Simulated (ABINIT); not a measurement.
## Ge in ABINIT: the effect of functional

Crystal: Ge.

```
Ge
1.0
     1.48805   -2.59469    0.00000
     1.48805    2.59469    0.00000
     0.00000    0.00000    4.72760
Ge
2
Direct
  0.33345 0.66655 0.25000
  0.66655 0.33345 0.75000
```

This isn't the form of Ge at room conditions, which is diamond.

Alike in all runs:

| Item | Value |
| --- | --- |
| Program | ABINIT 10.8.3 (patched build) |
| Task | band structure |
| Potentials or basis | JTH PAW PBE v2.0 |
| Cutoff | 707 eV |
| k mesh | 10 × 10 × 6 |
| Occupations | fermi-dirac, width 0.05 eV |
| Spin | no spin polarisation |

```csv
functional,pressure (GPa)
LDA,-1.0
PBEsol,0.8
BLYP,11.5
AM05,?
```

Q: What does the run with functional AM05 give?

A: Pressure 0.1 GPa.

Caveats: the PAW data sets were made with another functional, which shifts forces and pressure a little.
